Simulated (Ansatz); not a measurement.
# TiAl3: a vibration from a frozen displacement

Method: Ansatz, DFT PBEsol, scalar-relativistic, plane waves, PAW. Settings: plane waves to 420 eV, k-mesh 18×18×18 (Γ-centred), Gaussian smearing 0.15 eV. No spin polarisation. Energies are free energies at this smearing, counted from the undisturbed cell; pressure is positive in compression.

Reference structure (relaxed at this level):

```xyz
4
Lattice="-1.9078 1.9078 4.2770 1.9078 -1.9078 4.2770 1.9078 1.9078 -4.2770" Properties=species:S:1:pos:R:3 pbc="T T T"
Ti    0.0000    0.0000    0.0000
Al    0.0000    0.0000    4.2770
Al    0.0000    1.9078    2.1385
Al    1.9078    0.0000    2.1385
```

Atom 2 (Al) is moved by x along the Cartesian unit vector (0.000, 0.000, 1.000); the cell and all other atoms stay fixed. The cell's volume is 62.27 Å³; the moved atoms weigh 26.982 u together and the others 101.830 u. Some rows repeat others by symmetry and weren't run.

```csv
x (Å),ΔE (meV/cell),total force on the moved atoms along the move (eV/Å),pressure (GPa)
-0.2000,85.90,0.8784,0.6472
-0.1750,65.41,0.7607,0.4966
-0.1500,47.83,0.6461,0.3665
-0.1250,33.08,0.5342,0.2567
-0.1000,21.10,0.4246,0.1672
-0.0750,11.84,0.3168,0.0977
-0.0500,5.25,0.2104,0.0481
-0.0250,1.31,0.1050,0.0184
0.0000,0.00,0.0000,0.0085
0.0250,1.31,-0.1050,0.0184
0.0500,5.25,-0.2104,0.0481
0.0750,11.84,-0.3168,0.0977
0.1000,21.10,-0.4246,0.1672
0.1250,33.08,-0.5342,0.2567
0.1500,47.83,-0.6461,0.3665
0.1750,65.41,-0.7607,0.4966
0.2000,85.90,-0.8784,0.6472
```

**Question.** What frequency belongs to this motion?

**Answer.** The force constant is k = −dF/dx = 4.200 eV/Å², from the parabola through x = -0.0250, 0 and 0.0250. In every cell the moved atoms swing against the rest, so the mass is μ = m₁m₂/(m₁ + m₂) = 21.330 u, and ν̃ = 521.5 cm⁻¹ × √(|k|/μ) = 231 cm⁻¹. The pattern needn't be a normal mode: ν̃² is then a weighted mean of the squared nonzero frequencies at the zone centre of this cell, so it lies between the lowest and the highest of them.

**Question.** How far does the harmonic law reach?

**Answer.** At x = -0.200 Å, kx²/2 = 84.00 meV against the computed 85.90 meV (+2.3 %): the well is still close to harmonic there.

**Question.** The pressure changes with x². What does that say about the frequency under compression?

**Answer.** With E = k(V)x²/2, k ∝ V^(−2γ) and x scaling with the cell as V^(1/3), P − P0 = −∂E/∂V = (2γ − 2/3) ΔE/V. At x = 0.0500 Å, V(P − P0) = 62.27 × 0.03961 / 160.2 eV = 15.39 meV and ΔE = 5.25 meV, so γ = 1/3 + V(P − P0)/(2ΔE) = 1.80. This is the Grüneisen parameter of the motion under uniform scaling of the cell: shrinking the cell evenly by 1 % in volume raises the frequency by about 1.80 %.

In a metal these slopes depend on the k mesh and the smearing.